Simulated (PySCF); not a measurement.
## Structure from 2D NMR

Compound of formula C5H8. Correlations simulated from computed shifts and the bond graph:

HSQC (one-bond C–H):
```csv
δH,δC
0.75,9.8
```

HMBC (two and three bonds, from the bond graph):
```csv
δH,δC
0.75,"11.0, 9.8"
```

Carbons without hydrogens: δ 11.0.

[PySCF 2.14.0 with density-fitted response routines: NMR shieldings at PBE0/pcSseg-2/GIAO; coordinates at the PBE0-D3(BJ)/def2-TZVP level; gas phase; averaged over atoms made equivalent by symmetry, fast rotation or ring inversion; non-relativistic Hamiltonian; single conformer]

δ = σ(ref) − σ, references computed at the same level: 1H (σref 31.52), 13C (σref 186.03) vs TMS.

Exchangeable hydrogens are left out of these lists.

Q: Work out the connectivity.

A: SMILES C1CC12CC2.

Atoms are numbered as in `[CH2:1]1[CH2:2][C:3]12[CH2:4][CH2:5]2`; H(Xn) means a hydrogen on atom n.

δC 11.0 is C3, a three-membered-ring carbon. δC 9.8 is C1/C2/C4/C5, a three-membered-ring carbon (δH 0.75). HMBC from δH 0.75 reaches the proton-free carbon C3.

Shifts are as computed. Against solution values, carbons near 30 ppm lie about +3 ppm off and those near 130 ppm about +9 ppm. Of 1309 compounds with measured shifts, 239 miss one by over three times the rms of a fit or turn the order of signals round; such compounds aren't used in these exercises.
